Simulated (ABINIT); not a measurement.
Write the native input for ABINIT 10.8.3 (patched build) that does the following.

```yaml
Task: band structure
Functional: SOGGA
Potentials_or_basis: JTH PAW PBE v2.0
Cutoff: 517 eV
k_mesh: 11 × 11 × 11
Occupations: fermi-dirac, width 0.05 eV
Spin: no spin polarisation
Fine-grid_cutoff: 1034.03 eV
Exchange_and_correlation_inside_the_PAW_spheres: full angular mesh (pawxcdev 0, this build's default; the released program takes 1)
```

TiC:

```
Ti C
1.0
     0.00000    2.16572    2.16572
     2.16572    0.00000    2.16572
     2.16572    2.16572    0.00000
Ti C
1 1
Direct
  0.00000 0.00000 0.00000
  0.50000 0.50000 0.50000
```

The cell is a database's computed one.

These files were run (other wordings do the same):

run.abi

```
# Datasets: ground state, then fixed potential
ndtset 2

# Pseudopotentials
pp_dirpath "./"
pseudos "Ti.GGA_PBE-JTH.xml, C.GGA_PBE-JTH.xml"

# Structure
acell 3*1.0
rprim
     0.0000000000     4.0926154775     4.0926154775
     4.0926154775     0.0000000000     4.0926154775
     4.0926154775     4.0926154775     0.0000000000
ntypat 2
znucl 22 6
natom 2
typat 1 2
xred
     0.0000000000     0.0000000000     0.0000000000
     0.5000000000     0.5000000000     0.5000000000

# Plane-wave basis
ecut 19.0
pawecutdg 38.0

# Exchange and correlation
ixc -150130

# Bands and occupations
occopt 3
tsmear 0.00183747

# SCF cycle
nstep 100

# Output
iomode 3
prtwf 0
prteig 0
prtebands 0
enunit 1
prtden1 1

# Dataset 1
kptopt1 1
ngkpt1 11 11 11
nshiftk1 1
shiftk1 0.0 0.0 0.0
nband1 12
tolvrs1 1.0e-9

# Dataset 2: bands along G-X-W-K-G-L-U-W-L-K
iscf2 -2
getden2 1
nband2 18
nbdbuf2 4
tolwfr2 1.0e-11
kptopt2 -9
ndivsm2 5
prteig2 1
prtvol2 -3
kptbounds2
     0.0000000000     0.0000000000     0.0000000000
     0.5000000000     0.0000000000     0.5000000000
     0.5000000000     0.2500000000     0.7500000000
     0.3750000000     0.3750000000     0.7500000000
     0.0000000000     0.0000000000     0.0000000000
     0.5000000000     0.5000000000     0.5000000000
     0.6250000000     0.2500000000     0.6250000000
     0.5000000000     0.2500000000     0.7500000000
     0.5000000000     0.5000000000     0.5000000000
     0.3750000000     0.3750000000     0.7500000000
```

Potentials or basis: JTH PAW PBE v2.0.

Launch:

```console
$ abinit run.abi > log 2>&1
```

Results of the run:

The pressure is -7.7 GPa, the band gap on the k mesh is none (metal or under the smearing width) and the valence electrons inside the program's atomic spheres are Ti 10.37; C 2.40.

Caveat: the PAW data sets were made with another functional, which shifts forces and pressure a little.

Wall time 37 s on 1 thread of Arm Neoverse V1, on a shared host, peak memory 0.11 GiB.
